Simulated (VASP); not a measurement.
All values below come from SCAN meta-GGA, VASP's PBE PAW potentials (set 64) (plane waves; VASP 6.6.1).

Input for VASP

### KPOINTS
```
Automatic mesh
0
Gamma
11 11 6
0 0 0
```

### INCAR
```
NELM  =  100
ENCUT  =  520   ! plane-wave cut-off (eV)
PREC  =  Accurate
LASPH  =  .TRUE.   ! aspherical one-centre terms
ALGO  =  Normal
ISMEAR  =  -5
LEFG  =  .TRUE.
LWAVE  =  .FALSE.
LCHARG  =  .FALSE.
LMIXTAU  =  .TRUE.
LREAL  =  .FALSE.   ! projection in real space or not
METAGGA  =  SCAN
LORBIT  =  11   ! lm-projected
ISIF  =  2
NEDOS  =  601   ! DOS grid
SYSTEM  =  InN
LMAXMIX  =  4   ! l cut-off of mixed one-centre charges
EDIFF  =  1E-7
```

**KPOINTS_OPT**
```
k-points along high-symmetry lines
6
Line-mode
Reciprocal
  0.000000   0.000000   0.000000 ! GAMMA
 -0.000000   0.500000   0.000000 ! M

 -0.000000   0.500000   0.000000 ! M
 -0.333333   0.666667   0.000000 ! K

 -0.333333   0.666667   0.000000 ! K
  0.000000   0.000000   0.000000 ! GAMMA

  0.000000   0.000000   0.000000 ! GAMMA
  0.000000   0.000000   0.500000 ! A

  0.000000   0.000000   0.500000 ! A
 -0.000000   0.500000   0.500000 ! L

 -0.000000   0.500000   0.500000 ! L
 -0.333333   0.666667   0.500000 ! H

 -0.333333   0.666667   0.500000 ! H
  0.000000   0.000000   0.500000 ! A

 -0.000000   0.500000   0.500000 ! L
 -0.000000   0.500000   0.000000 ! M

 -0.333333   0.666667   0.500000 ! H
 -0.333333   0.666667   0.000000 ! K
```

### POSCAR
```
InN
1
    1.7707735061    -3.0670697520     0.0000000000
    1.7707735061     3.0670697520     0.0000000000
    0.0000000000     0.0000000000     5.7127163886
In N
2 2
Direct
  0.6666670000   0.3333330000   0.4998678299
  0.3333330000   0.6666670000   0.9998678299
  0.6666670000   0.3333330000   0.8791321701
  0.3333330000   0.6666670000   0.3791321701
```

POTCAR, in this order: In_d N (PBE.64 set). Program: vasp_std.

Output

File OUTCAR:
```
 ion  position               nearest neighbor table
   1  0.667  0.333  0.500-   4 2.16   4 2.16   4 2.16   3 2.17   2 3.51   2 3.51   2 3.51   2 3.51
                             2 3.51   2 3.51
   2  0.333  0.667  1.000-   3 2.16   3 2.16   3 2.16   4 2.17   1 3.51   1 3.51   1 3.51   1 3.51
                             1 3.51   1 3.51
   3  0.667  0.333  0.879-   2 2.16   2 2.16   2 2.16   1 2.17
   4  0.333  0.667  0.379-   1 2.16   1 2.16   1 2.16   2 2.17
  LATTYP: Found a hexagonal cell.
 ALAT       =     3.5415470735
 C/A-ratio  =     1.6130567433
 Subroutine PRICEL returns:
 Original cell was already a primitive cell.
 Subroutine GETGRP returns: Found 12 space group operations
The static configuration has the point symmetry C_3v.
 The point group associated with its full space group is C_6v.
The dynamic configuration has the point symmetry C_3v.
 Subroutine INISYM returns: Found 12 space group operations
 Subroutine IBZKPT returns following result:
 Found     64 irreducible k-points:

 Following reciprocal coordinates:
            Coordinates               Weight
  0.000000  0.000000  0.000000      1.000000
  0.090909  0.000000  0.000000      6.000000
  0.181818  0.000000  0.000000      6.000000
  0.272727 -0.000000  0.000000      6.000000
  0.363636  0.000000  0.000000      6.000000
  0.454545  0.000000  0.000000      6.000000
  0.090909  0.090909  0.000000      6.000000
  0.181818  0.090909  0.000000     12.000000
  0.272727  0.090909  0.000000     12.000000
  0.363636  0.090909  0.000000     12.000000
  0.454545  0.090909  0.000000      6.000000
  0.181818  0.181818  0.000000      6.000000
  0.272727  0.181818  0.000000     12.000000
  0.363636  0.181818  0.000000     12.000000
  0.272727  0.272727  0.000000      6.000000
  0.363636  0.272727  0.000000      6.000000
  0.000000  0.000000  0.166667      2.000000
  0.090909  0.000000  0.166667     12.000000
  0.181818  0.000000  0.166667     12.000000
  0.272727 -0.000000  0.166667     12.000000
  0.363636  0.000000  0.166667     12.000000
  0.454545  0.000000  0.166667     12.000000
  0.090909  0.090909  0.166667     12.000000
  0.181818  0.090909  0.166667     24.000000
  0.272727  0.090909  0.166667     24.000000
  0.363636  0.090909  0.166667     24.000000
  0.454545  0.090909  0.166667     12.000000
  0.181818  0.181818  0.166667     12.000000
  0.272727  0.181818  0.166667     24.000000
  0.363636  0.181818  0.166667     24.000000
  0.272727  0.272727  0.166667     12.000000
  0.363636  0.272727  0.166667     12.000000
  0.000000  0.000000  0.333333      2.000000
  0.090909  0.000000  0.333333     12.000000
  0.181818  0.000000  0.333333     12.000000
  0.272727 -0.000000  0.333333     12.000000
  0.363636  0.000000  0.333333     12.000000
  0.454545  0.000000  0.333333     12.000000
  0.090909  0.090909  0.333333     12.000000
  0.181818  0.090909  0.333333     24.000000
   k-points           NKPTS =     64   k-points in BZ     NKDIM =     64   number of bands    NBANDS=     22
   number of dos      NEDOS =    601   number of ions     NIONS =      4
   total plane-waves  NPLWV =  32928
   dimension x,y,z NGX =    28 NGY =   28 NGZ =   42
   dimension x,y,z NGXF=    56 NGYF=   56 NGZF=   84
   ions per type =               2   2
   PREC   = accura    normal or accurate (medium, high low for compatibility)
   ISTART =      0    job   : 0-new  1-cont  2-samecut
   ICHARG =      2    charge: 1-file 2-atom 10-const
   ISPIN  =      1    spin polarized calculation?
   LNONCOLLINEAR =      F non collinear calculations
   LSORBIT =      F    spin-orbit coupling
   INIWAV =      1    electr: 0-lowe 1-rand  2-diag
...
```

File OSZICAR:
```
       N       E                     dE             d eps       ncg     rms          rms(c)
DAV:   1     0.285906547803E+03    0.28591E+03   -0.18763E+04  2816   0.233E+03
DAV:   2    -0.502633467894E+02   -0.33617E+03   -0.32814E+03  2918   0.494E+02
DAV:   3    -0.966060106279E+02   -0.46343E+02   -0.45770E+02  3836   0.191E+02
DAV:   4    -0.982081289586E+02   -0.16021E+01   -0.15953E+01  3450   0.381E+01
DAV:   5    -0.982626769906E+02   -0.54548E-01   -0.54532E-01  3836   0.648E+00    0.134E+01
DAV:   6    -0.863188923122E+02    0.11944E+02   -0.21498E+01  4598   0.838E+01    0.129E+01
DAV:   7    -0.852057839047E+02    0.11131E+01   -0.28456E+00  3552   0.175E+01    0.484E+00
DAV:   8    -0.854877640055E+02   -0.28198E+00   -0.55164E-01  2876   0.661E+00    0.329E+00
DAV:   9    -0.853581706304E+02    0.12959E+00   -0.36555E-01  3290   0.694E+00    0.311E-01
DAV:  10    -0.855655589141E+02   -0.20739E+00   -0.19523E-01  3298   0.539E+00    0.530E-01
DAV:  11    -0.855707592091E+02   -0.52003E-02   -0.35726E-02  3364   0.266E+00    0.309E-01
DAV:  12    -0.855635180924E+02    0.72411E-02   -0.43896E-03  4244   0.103E+00    0.190E-01
DAV:  13    -0.855713293188E+02   -0.78112E-02   -0.20612E-03  3382   0.656E-01    0.783E-02
DAV:  14    -0.855776601559E+02   -0.63308E-02   -0.44130E-03  2828   0.861E-01    0.103E-01
DAV:  15    -0.855773491542E+02    0.31100E-03   -0.25550E-04  2948   0.204E-01    0.112E-01
DAV:  16    -0.855773738407E+02   -0.24686E-04   -0.86652E-06  4374   0.271E-02    0.113E-01
DAV:  17    -0.855772897692E+02    0.84072E-04   -0.26137E-05  3352   0.661E-02    0.144E-01
DAV:  18    -0.855774090247E+02   -0.11926E-03   -0.39078E-04  2828   0.279E-01    0.614E-02
DAV:  19    -0.855774602876E+02   -0.51263E-04   -0.43358E-05  2828   0.800E-02    0.319E-02
DAV:  20    -0.855774958387E+02   -0.35551E-04   -0.61278E-06  2864   0.284E-02    0.653E-03
DAV:  21    -0.855774894006E+02    0.64382E-05   -0.36909E-07  2994   0.747E-03    0.102E-02
DAV:  22    -0.855775099237E+02   -0.20523E-04   -0.39799E-07  2352   0.770E-03    0.758E-03
DAV:  23    -0.855775072289E+02    0.26948E-05   -0.10461E-07  1944   0.376E-03    0.512E-03
DAV:  24    -0.855775057464E+02    0.14825E-05   -0.10904E-07  1842   0.473E-03    0.496E-03
DAV:  25    -0.855775030581E+02    0.26884E-05   -0.63967E-08  1816   0.383E-03    0.264E-03
DAV:  26    -0.855775014374E+02    0.16207E-05   -0.13489E-08  1432   0.187E-03    0.126E-03
DAV:  27    -0.855775009097E+02    0.52771E-06   -0.28940E-09  1444   0.912E-04    0.585E-04
DAV:  28    -0.855775001227E+02    0.78695E-06   -0.43999E-09  1444   0.974E-04    0.184E-04
DAV:  29    -0.855775000169E+02    0.10584E-06   -0.11186E-09  1432   0.558E-04    0.368E-04
DAV:  30    -0.855775003499E+02   -0.33309E-06   -0.42109E-10  1426   0.354E-04    0.213E-04
DAV:  31    -0.855775005850E+02   -0.23503E-06   -0.24120E-10  1426   0.208E-04    0.120E-04
DAV:  32    -0.855775006573E+02   -0.72288E-07   -0.12613E-10  1426   0.145E-04
   1 F= -.85577501E+02 E0= -.85577501E+02  d E =0.000000E+00
       N       E                     dE             ncg
```

File OUTCAR:
```
------------------------ aborting loop because EDIFF is reached ----------------------------------------
  FORCE on cell =-STRESS in cart. coord.  units (eV):
  Direction    XX          YY          ZZ          XY          YZ          ZX
  --------------------------------------------------------------------------------------
  Total       -0.0104704     -0.0104704      0.0351456      0.0000000      0.0000000      0.0000000
  in kB       -0.2703427     -0.2703427      0.9074495      0.0000000      0.0000000      0.0000000
  external PRESSURE =       0.1222547 kB  Pullay stress =       0.0000000 kB
  volume of cell :       62.05
      direct lattice vectors                 reciprocal lattice vectors
     1.770773506 -3.067069752  0.000000000     0.282362481 -0.163022051  0.000000000
     1.770773506  3.067069752  0.000000000     0.282362481  0.163022051  0.000000000
     0.000000000  0.000000000  5.712716389     0.000000000  0.000000000  0.175048074
 POSITION                                       TOTAL-FORCE (eV/Angst)
 -----------------------------------------------------------------------------------
      1.77077     -1.02236      2.85560         0.000000     -0.000000     -0.006174
      1.77077      1.02236      5.71196        -0.000000     -0.000000     -0.006174
      1.77077     -1.02236      5.02223         0.000000     -0.000000      0.006174
      1.77077      1.02236      2.16587        -0.000000      0.000000      0.006174
 -----------------------------------------------------------------------------------
    total drift:                               -0.000000      0.001481     -0.035770
  FREE ENERGIE OF THE ION-ELECTRON SYSTEM (eV)
  ---------------------------------------------------
  free  energy   TOTEN  =       -85.5775006573 eV

  energy  without entropy=      -85.5775006573  energy(sigma->0) =      -85.57750066

 total charge

# of ion       s       p       d       tot
------------------------------------------
    1        0.769   0.806  10.006  11.581
    2        0.769   0.806  10.006  11.581
    3        1.253   2.434   0.000   3.688
    4        1.253   2.434   0.000   3.688
--------------------------------------------------
tot          4.045   6.481  20.011  30.537
```
(Selected blocks of OUTCAR.)

The compound is InN in the wurtzite structure. It was relaxed first.
